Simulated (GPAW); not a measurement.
## CdSe in GPAW: convergence with k mesh

Crystal: CdSe.

```
Cd Se
1.0
     4.22300    0.00000    0.00000
     2.11150    3.65722    0.00000
     2.11150    1.21907    3.44806
Cd Se
1 1
Direct
  0.00000 0.00000 0.00000
  0.25000 0.25000 0.25000
```

Measurements of this composition are mostly on another form, of space group No. 186.

The cell isn't the ideal one: volume scaled by 0.92.

| Item | Value |
| --- | --- |
| Program | GPAW 26.7.0 |
| Task | one-shot levels on a semilocal density |
| Functional | r2SCAN |
| Potentials or basis | GPAW PAW data sets (gpaw-data 1.2.1) |
| Cutoff | 400 eV |
| Basis | pw |
| k mesh | 2 × 2 × 2 |
| Occupations | fermi-dirac, width 0.001 eV |
| Spin | no spin polarisation |

These are the settings of the first run; the series varies k mesh, with any setting tied to it.

Hardware: 1 thread of Intel(R) Xeon(R) CPU @ 2.60GHz (Ice Lake) (shared host).

```tsv
k mesh	energy less the tightest run, at zero smearing (meV/atom)	gap on the mesh (eV)	SCF cycles	CPU time (s)	peak memory (GiB)
2 × 2 × 2	569.74	1.028	12	7.9	0.41
3 × 3 × 3	98.18	1.141	13	14	0.39
4 × 4 × 4	19.78	1.170	13	37	0.49
5 × 5 × 5	4.19	1.178	13	78	0.57
6 × 6 × 6	0.00	1.181	12	190	0.69
```

Against the tightest run, the gap on the mesh stays within 0.01 eV from 5 × 5 × 5 on. Not settled before the last step: the energy (to 1 meV/atom). Meshes of other sizes hit other points, so gaps and Fermi surfaces needn't settle smoothly. The tightest run that finished is the yardstick and may itself not be fully converged.

Caveat, for the tightest run too: energy and the plain gap are those of the semilocal run; the hybrids' values are one shot on its orbitals and mesh.
